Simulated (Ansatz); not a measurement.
## S: input, output and frames of a trajectory

All numbers below come from DFT PBE+D3(BJ), scalar-relativistic, plane waves, PAW in Ansatz 0.2.0. The runs took a 420 eV cutoff, a shifted (0.5, 0.5, 0.5 steps) 2×2×2 mesh and Fermi–Dirac smearing (0.16 eV). The mesh is coarse. No spin polarisation.

18 atoms, starting at 1.06 times the perfect crystal's volume (space group R-3, the cell as given, not relaxed at this level); Langevin thermostat and barostat at 1800 K (friction 0.02 fs⁻¹), target pressure 0 GPa; 30 steps of 6 fs. The run is short and not equilibrated. The steps keep the starting cell's plane waves. The time step is on the long side.

Self-consistency was reached.

Command:
```bash
ansatz run input.yaml --threads 4 --pin off --max-ram 5120MiB --backend cpu --events-out ev --progress --plain --runs-dir out
```

Input:
```yaml
crystal:
  lattice:
    - [0.0, -6.3376615861, -2.8719026524]
    - [5.4885759341, 3.168830793, -2.8719026524]
    - [5.4885759341, -3.168830793, 7.179756631]
  atoms:
    - { symbol: S, position: [0.4021666667, 0.7401666667, 0.4933333333] }
    - { symbol: S, position: [0.7355, 0.0735, 0.16] }
    - { symbol: S, position: [0.0688333333, 0.4068333333, 0.8266666667] }
    - { symbol: S, position: [0.4288333333, 0.3243333333, 0.3376666667] }
    - { symbol: S, position: [0.7621666667, 0.6576666667, 0.0043333333] }
    - { symbol: S, position: [0.0955, 0.991, 0.671] }
    - { symbol: S, position: [0.775, 0.5415, 0.563] }
    - { symbol: S, position: [0.1083333333, 0.8748333333, 0.2296666667] }
    - { symbol: S, position: [0.4416666667, 0.2081666667, 0.8963333333] }
    - { symbol: S, position: [0.5978333333, 0.2598333333, 0.5066666667] }
    - { symbol: S, position: [0.9311666667, 0.5931666667, 0.1733333333] }
    - { symbol: S, position: [0.2645, 0.9265, 0.84] }
    - { symbol: S, position: [0.5711666667, 0.6756666667, 0.6623333333] }
    - { symbol: S, position: [0.9045, 0.009, 0.329] }
    - { symbol: S, position: [0.2378333333, 0.3423333333, 0.9956666667] }
    - { symbol: S, position: [0.225, 0.4585, 0.437] }
    - { symbol: S, position: [0.5583333333, 0.7918333333, 0.1036666667] }
    - { symbol: S, position: [0.8916666667, 0.1251666667, 0.7703333333] }
basis:
  ecutwfc: 420
kpoints:
  mp_grid: { grid: [2, 2, 2], shift: [0.5, 0.5, 0.5] }
hamiltonian:
  xc: pbe
  dispersion: d3bj
scf:
  occupations: { method: fermi_dirac, width: 0.1551 }
  lower_state_search: "off"
  convergence: { dr2_threshold: 1.0e-07 }
output:
  forces: true
  stress: true
md:
  timestep: 6.0
  n_steps: 30
  ensemble: npt_langevin
  temperature: 1800.0
  initial_velocities: maxwell_boltzmann
  seed: 35664
  friction: 0.02
  pressure: 0.0
```

Output (its end):
```
...
  k-point 2: bands = ["-13.7633", "-13.6066", "-13.3681", "-12.3441", "-11.8375", "-11.5722", "-11.3459", "-10.8715", "-10.7284", "-8.7894", "-8.3661", "-8.0494", "-7.9315", "-7.7353", "-7.4391", "-6.2214", "-5.8727", "-5.3840", "-3.1801", "-2.7999", "-2.5271", "-2.3574", "-2.2745", "-2.1709", "-1.9616", "-1.8045", "-1.7031", "-1.5622", "-1.3490", "-1.1333", "-0.9096", "-0.7175", "-0.4738", "-0.3297", "-0.2693", "-0.0053", "0.1419", "0.3619", "0.5431", "1.0777", "1.3952", "1.5950", "1.7856", "1.9616", "2.0614", "2.1810", "2.2677", "2.3615", "2.5835", "2.6575", "2.7965", "2.9439", "3.2538", "3.5469", "4.7024", "4.8391", "4.9809", "5.1966", "5.3505", "5.7149", "5.9673", "6.1212", "6.1908", "6.4356", "6.6318", "6.7335", "6.9805", "7.0649", "7.1884", "7.4809", "7.8398", "8.3537", "9.4976", "9.7239"]
  k-point 3: bands = ["-13.7644", "-13.6049", "-13.3687", "-12.3446", "-11.8362", "-11.5658", "-11.3577", "-10.8730", "-10.7211", "-8.8059", "-8.3320", "-8.0671", "-7.9374", "-7.7320", "-7.4315", "-6.2530", "-5.8255", "-5.4127", "-3.1567", "-2.7549", "-2.6143", "-2.3512", "-2.2767", "-2.1819", "-2.0204", "-1.8209", "-1.6581", "-1.4870", "-1.2917", "-1.1329", "-0.9402", "-0.6652", "-0.4974", "-0.3663", "-0.2247", "-0.0802", "0.1530", "0.3455", "0.5328", "1.1241", "1.3609", "1.6546", "1.7006", "1.9150", "2.0537", "2.1974", "2.2458", "2.3432", "2.5638", "2.7291", "2.8356", "2.9700", "3.2672", "3.4952", "4.6781", "4.8358", "4.9752", "5.2435", "5.3484", "5.7986", "5.9776", "6.1249", "6.1938", "6.4993", "6.6452", "6.7056", "6.8878", "7.1165", "7.1746", "7.4532", "7.8592", "8.3463", "9.4946", "9.7696"]
--- MD trajectory: 30 steps, t = 0.0 → 180.0 fs ---
  final state: T = 1553.4 K   F+E_penalty+E_count = -16235.70707881 eV   E_kin = 3.614228 eV
  conserved energy: peak-to-peak 8.179e-2 eV (4.544e-3 eV/atom) over 180.0 fs
  cell: V = 455.6777 Å³ at the end; means of 31 rows, the approach among them: V = 456.5086 Å³, P_inst = 0.0344 GPa
  mean static stress (GPa): xx -0.9130  yy -0.1403  zz -1.1669  yz -0.2306  xz -0.3935  xy -0.6660
  the result is of one more SCF, on plane waves selected at the last cell: its energy does not rank with the rows'
```

Frames along the run (Å, eV/Å; dE is the potential energy from the first frame):

```xyz
18
Lattice="0.000 -6.338 -2.872 5.489 3.169 -2.872 5.489 -3.169 7.180" Properties=species:S:1:pos:R:3:forces:R:3 pbc="T T T" time_fs=0.00 dE_eV=0.0000 T_K=1700
S     6.770   -1.767    0.261   -0.251   -0.221    0.339
S     1.282   -4.935   -1.175   -0.251   -0.221    0.339
S     6.770   -1.767    4.569   -0.251   -0.221    0.339
S     3.633   -2.760    0.261    0.308   -0.092    0.336
S     3.633   -2.760   -4.047    0.308   -0.092    0.336
S     9.122    0.409    1.697    0.308   -0.092    0.336
S     6.062   -4.980    0.261   -0.069    0.325    0.340
S     6.062    1.358   -1.175   -0.069    0.325    0.340
S     6.062   -4.980    4.569   -0.069    0.325    0.340
S     4.207   -4.571    1.175    0.251    0.221   -0.339
S     4.207   -4.571   -3.133    0.251    0.221   -0.339
S     9.696   -1.402    2.611    0.251    0.221   -0.339
S     7.344   -3.578    1.175   -0.308    0.092   -0.336
S     1.855   -6.746   -0.261   -0.308    0.092   -0.336
S     7.344   -3.578    5.482   -0.308    0.092   -0.336
S     4.915   -1.358    1.175    0.069   -0.325   -0.340
S     4.915   -1.358   -3.133    0.069   -0.325   -0.340
S     4.915   -7.696    2.611    0.069   -0.325   -0.340
18
Lattice="0.000 -6.338 -2.872 5.489 3.169 -2.872 5.489 -3.169 7.180" Properties=species:S:1:pos:R:3:forces:R:3 pbc="T T T" time_fs=18.00 dE_eV=1.9284 T_K=1247
S     6.747   -1.778    0.336    0.344    0.401   -0.909
S     1.235   -5.005   -1.171   -1.029    1.654    0.013
S     6.785   -1.683    4.437    0.110   -0.874    1.188
S     3.503   -2.816    0.435    0.152   -1.301   -0.134
S     3.590   -2.763   -3.941   -0.934    2.857   -1.276
S     9.307    0.303    1.585   -0.998    0.459    0.188
S     6.100   -4.798    0.203   -1.567   -1.314   -0.140
S     5.929    1.340   -1.231    3.305   -0.168   -1.038
S     5.992   -4.974    4.557    1.105    0.426    1.225
S     4.328   -4.536    1.422   -0.140   -0.150   -1.103
S     4.360   -4.384   -3.255   -2.455   -2.335    3.045
S     9.717   -1.419    2.689    0.381    0.040   -0.566
S     7.410   -3.614    1.049    1.155    0.512    0.911
S     1.762   -6.548   -0.175    0.606   -1.879   -0.052
S     7.398   -3.474    5.540   -1.148    0.117   -1.501
S     4.915   -1.574    1.141   -0.071    1.799    1.209
S     4.719   -1.269   -3.004    0.539   -0.102   -0.728
S     4.872   -7.698    2.462    0.647   -0.144   -0.332
18
Lattice="0.000 -6.350 -2.878 5.499 3.175 -2.878 5.499 -3.175 7.194" Properties=species:S:1:pos:R:3:forces:R:3 pbc="T T T" time_fs=36.00 dE_eV=2.4591 T_K=1521
S     6.706   -1.668    0.352   -0.119   -0.091    0.017
S     0.986   -4.999   -1.222    0.549    0.100    1.393
S     6.784   -1.663    4.346   -0.079   -0.387    1.112
S     3.462   -3.003    0.465    0.695    0.668    0.721
S     3.513   -2.670   -4.004    0.384   -0.099    0.653
S     9.355    0.186    1.615   -1.424    2.041   -0.262
S     6.000   -4.669    0.233    0.023   -1.679   -0.635
S     5.994    1.219   -1.326   -0.234    1.331    1.655
S     6.000   -4.821    4.755    2.899   -1.281   -0.555
S     4.397   -4.528    1.524   -0.638   -0.184   -0.527
S     4.326   -4.401   -3.117   -0.116   -0.782   -0.974
S     9.728   -1.465    2.711   -1.012    0.311    1.130
S     7.540   -3.632    0.933    0.173    0.939    0.406
S     1.820   -6.414   -0.018   -0.407   -0.446   -1.786
S     7.369   -3.449    5.530   -0.787    0.664   -0.589
S     4.947   -1.578    1.317   -0.403    0.442   -0.272
S     4.718   -1.241   -2.995   -0.024   -0.255   -1.014
S     4.892   -7.595    2.348    0.521   -1.291   -0.472
18
Lattice="0.000 -6.362 -2.883 5.509 3.181 -2.883 5.509 -3.181 7.207" Properties=species:S:1:pos:R:3:forces:R:3 pbc="T T T" time_fs=54.00 dE_eV=3.6045 T_K=991
S     6.652   -1.623    0.365    0.729   -0.171    0.024
S     0.942   -4.972   -1.201    1.440   -0.629    1.297
S     6.858   -1.634    4.377    0.268   -0.210    0.037
S     3.445   -3.185    0.539   -1.022    2.542   -0.177
S     3.426   -2.605   -4.108    1.047   -0.743    1.394
S     9.294    0.259    1.724   -0.726   -0.039   -0.426
S     5.852   -4.586    0.233    1.889   -1.116   -0.057
S     6.071    1.174   -1.252   -1.054    1.582    1.896
S     6.161   -4.755    4.957   -1.212   -2.832   -1.302
S     4.240   -4.550    1.639    0.760   -1.384    0.459
S     4.270   -4.494   -3.083    0.662    0.094   -1.857
S     9.636   -1.507    2.811    0.482    0.831    0.040
S     7.649   -3.716    0.845   -1.634    0.243   -0.149
S     1.945   -6.446    0.015   -1.216    0.110   -1.868
S     7.284   -3.403    5.605    1.519    2.173    1.188
S     5.084   -1.563    1.474   -1.006    0.109   -0.292
S     4.759   -1.240   -3.056   -0.690   -0.590   -0.851
S     4.977   -7.671    2.224   -0.236    0.031    0.644
18
Lattice="0.000 -6.371 -2.887 5.518 3.186 -2.887 5.518 -3.186 7.218" Properties=species:S:1:pos:R:3:forces:R:3 pbc="T T T" time_fs=72.00 dE_eV=2.9440 T_K=1419
S     6.684   -1.595    0.351    1.802   -0.213   -0.742
S     1.087   -5.042   -1.095    0.824    0.579   -0.467
S     6.753   -1.705    4.384    1.963   -1.046    0.024
S     3.269   -3.164    0.634    0.491    0.607    0.963
S     3.438   -2.555   -4.009    0.606   -0.892    0.164
S     9.208    0.308    1.749   -0.534   -1.154    0.016
S     5.896   -4.566    0.199    0.195   -1.037    0.591
S     6.040    1.290   -1.043   -0.540    0.964    0.756
S     6.143   -4.870    5.019    0.177    0.291    0.592
S     4.192   -4.554    1.782    0.239    0.168   -1.467
S     4.211   -4.559   -3.153    0.632    0.191   -0.501
S     9.679   -1.504    2.908    0.794    1.022   -0.798
S     7.577   -3.721    0.841   -0.654    0.399   -0.242
S     2.035   -6.411   -0.017   -0.877   -1.094   -0.331
S     7.372   -3.288    5.789   -0.610   -0.429   -0.999
S     5.236   -1.520    1.515   -2.364    0.292    0.668
S     4.800   -1.321   -3.114   -0.534    0.195    0.516
S     4.988   -7.797    2.267   -1.610    1.155    1.257
18
Lattice="0.000 -6.380 -2.891 5.525 3.190 -2.891 5.525 -3.190 7.227" Properties=species:S:1:pos:R:3:forces:R:3 pbc="T T T" time_fs=90.00 dE_eV=3.1302 T_K=1630
S     6.729   -1.582    0.259   -0.143   -0.191    0.586
S     1.219   -5.136   -0.973   -0.053    1.884   -1.850
S     6.700   -1.843    4.450    1.160   -0.391   -0.132
S     3.219   -3.090    0.721    0.989    0.200    1.121
S     3.450   -2.607   -3.783   -0.044   -0.598   -0.936
S     9.022    0.337    1.742    1.288   -0.262    0.992
S     5.986   -4.720    0.182   -1.525   -1.336    0.377
S     6.038    1.412   -0.931    1.583   -0.268   -1.145
S     6.075   -4.933    5.176    1.394    0.315   -0.143
S     4.134   -4.525    1.817    0.043    0.192   -1.799
S     4.216   -4.681   -3.326   -1.222    0.515    1.505
S     9.851   -1.349    3.038   -1.629    0.833   -0.361
S     7.354   -3.614    0.886    1.396    0.799    0.175
S     2.041   -6.594   -0.051   -0.090   -1.779    1.369
S     7.336   -3.234    5.844    0.273   -1.165   -0.502
S     5.275   -1.454    1.590   -0.970    0.439   -0.634
S     4.872   -1.336   -3.146   -0.039    0.279    1.315
S     4.987   -7.807    2.425   -2.412    0.534    0.063
18
Lattice="0.000 -6.387 -2.894 5.532 3.194 -2.894 5.532 -3.194 7.236" Properties=species:S:1:pos:R:3:forces:R:3 pbc="T T T" time_fs=108.00 dE_eV=3.2688 T_K=1141
S     6.704   -1.624    0.205   -0.543    0.133    0.394
S     1.346   -5.196   -0.991   -0.462    0.750    0.292
S     6.670   -1.972    4.512   -0.673    0.746    0.402
S     3.229   -3.007    0.855    0.389    1.509   -0.193
S     3.467   -2.678   -3.611    0.638    0.454   -0.403
S     8.969    0.307    1.731    1.462    0.280    1.054
S     5.984   -4.919    0.124   -0.354    0.554    0.798
S     6.070    1.432   -0.975   -0.088   -0.398   -0.357
S     6.053   -4.918    5.386    0.987   -0.794   -0.667
S     4.069   -4.542    1.601    0.873   -1.467   -0.347
S     4.115   -4.772   -3.331    0.852    0.905    0.917
S     9.883   -1.076    3.145   -2.711   -0.338    0.325
S     7.223   -3.523    0.895    0.683   -1.345   -0.194
S     2.074   -6.807    0.007   -1.208    0.294   -0.104
S     7.202   -3.291    5.933    1.493   -0.428    0.129
S     5.343   -1.396    1.665   -1.151    0.573   -0.590
S     4.940   -1.190   -3.058    0.288   -1.815   -0.090
S     4.821   -7.809    2.535   -0.477    0.387   -1.367
18
Lattice="0.000 -6.396 -2.898 5.539 3.198 -2.898 5.539 -3.198 7.246" Properties=species:S:1:pos:R:3:forces:R:3 pbc="T T T" time_fs=126.00 dE_eV=3.6322 T_K=1407
S     6.585   -1.697    0.305    0.135    0.895   -1.314
S     1.369   -5.248   -0.968   -0.496   -0.309    1.317
S     6.576   -1.936    4.626   -0.612    1.495   -0.742
S     3.172   -2.918    0.947    1.418   -0.657    0.257
S     3.579   -2.770   -3.483   -0.042    0.936   -0.385
S     9.024    0.377    1.744   -0.482   -1.643   -0.051
S     6.010   -5.018    0.175   -0.672    0.892    0.550
S     5.919    1.387   -1.093    1.250   -0.308   -0.226
S     6.157   -4.853    5.482   -3.140   -2.667   -0.728
S     3.983   -4.701    1.478    0.324    0.821   -0.627
S     4.147   -4.871   -3.213   -0.167    0.870    1.180
S     9.678   -0.914    3.236   -0.027   -1.819   -0.173
S     7.217   -3.508    0.891    0.843   -2.186    0.573
S     1.963   -6.994    0.092   -1.341    1.255   -1.268
S     7.156   -3.323    5.923    2.727    1.803    1.711
S     5.287   -1.285    1.675   -1.965    0.105    0.515
S     4.956   -1.254   -2.897    0.549   -1.978   -0.494
S     4.629   -7.813    2.486    1.698    2.493   -0.095
18
Lattice="0.000 -6.391 -2.896 5.535 3.196 -2.896 5.535 -3.196 7.240" Properties=species:S:1:pos:R:3:forces:R:3 pbc="T T T" time_fs=144.00 dE_eV=3.2763 T_K=1701
S     6.431   -1.743    0.222   -0.613    0.421    1.998
S     1.371   -5.222   -0.920   -0.656   -0.762    1.572
S     6.464   -1.769    4.757    1.817    0.515   -1.285
S     3.135   -2.910    1.024    1.480   -1.005    0.350
S     3.665   -2.821   -3.402   -0.265    0.179   -0.008
S     9.134    0.264    1.756   -1.118    0.831   -1.303
S     6.054   -4.859    0.234   -0.502   -0.109    0.592
S     5.827    1.364   -1.321    0.286    0.084    1.853
S     5.972   -4.898    5.414   -0.348    0.566    0.616
S     3.886   -4.823    1.402    0.667    1.825   -0.385
S     4.209   -4.903   -2.952    0.513    0.946   -0.513
S     9.566   -0.817    3.288    1.083   -2.408    0.838
S     7.352   -3.532    1.058   -0.935    0.003   -0.470
S     1.830   -7.084    0.122   -0.955    1.210   -2.199
S     7.232   -3.278    5.894   -0.276   -1.101    0.440
S     5.052   -1.220    1.755    0.214   -1.251   -1.963
S     5.022   -1.429   -2.734    0.523   -1.128   -0.764
S     4.654   -7.654    2.402   -0.915    1.184    0.632
18
Lattice="0.000 -6.381 -2.891 5.526 3.190 -2.891 5.526 -3.190 7.228" Properties=species:S:1:pos:R:3:forces:R:3 pbc="T T T" time_fs=162.00 dE_eV=3.6383 T_K=1801
S     6.353   -1.697    0.226   -0.292    0.048    2.468
S     1.275   -5.400   -0.853   -0.384    3.510   -0.752
S     6.648   -1.669    4.715    0.762   -0.304    0.331
S     3.263   -2.854    1.205    0.213    0.507   -0.343
S     3.653   -2.851   -3.343    0.333   -0.143    0.807
S     9.214    0.272    1.784   -0.634    1.636    0.194
S     6.018   -4.777    0.384   -0.172   -0.713    0.077
S     5.797    1.384   -1.461    0.288   -0.543    2.298
S     5.808   -4.842    5.426    1.482    0.404    0.946
S     3.814   -4.778    1.375    1.383    0.545    0.431
S     4.399   -4.779   -2.759   -0.795    0.203   -1.426
S     9.650   -0.828    3.427    0.303   -0.469   -0.645
S     7.423   -3.629    1.197   -1.277    0.753   -0.573
S     1.699   -7.008    0.002    0.993   -3.198   -0.376
S     7.346   -3.285    5.997   -1.424   -0.276   -0.919
S     4.918   -1.319    1.732    0.758   -1.051   -1.673
S     5.158   -1.637   -2.560   -1.204    0.407   -0.813
S     4.774   -7.425    2.349   -0.331   -1.314   -0.034
18
Lattice="0.000 -6.366 -2.885 5.513 3.183 -2.885 5.513 -3.183 7.212" Properties=species:S:1:pos:R:3:forces:R:3 pbc="T T T" time_fs=180.00 dE_eV=3.9640 T_K=1553
S     6.389   -1.634    0.467    2.844   -0.717   -1.539
S     1.203   -5.287   -0.821    0.410    0.387    0.771
S     6.960   -1.527    4.616   -1.546   -0.985    1.513
S     3.399   -2.698    1.350   -1.460   -1.041   -1.119
S     3.681   -2.931   -3.240   -1.018    1.230    0.229
S     9.224    0.272    1.907   -0.235    2.150   -0.111
S     5.985   -4.742    0.458   -1.217   -1.341   -0.778
S     5.753    1.440   -1.470    1.279   -0.861    1.934
S     5.822   -4.778    5.501    2.562   -0.230   -0.082
S     3.929   -4.707    1.413    1.076    0.023    0.364
S     4.524   -4.614   -2.681   -1.401   -2.034   -0.387
S     9.765   -0.829    3.525   -1.303    0.267    0.119
S     7.312   -3.671    1.322    0.517    1.291    0.517
S     1.714   -7.182   -0.128    0.706    0.423   -1.735
S     7.266   -3.248    6.046   -0.300    0.460   -1.444
S     4.956   -1.419    1.627   -1.223    1.465    2.734
S     5.162   -1.718   -2.436   -0.444    1.211   -0.449
S     4.773   -7.333    2.323    0.751   -1.698   -0.538
```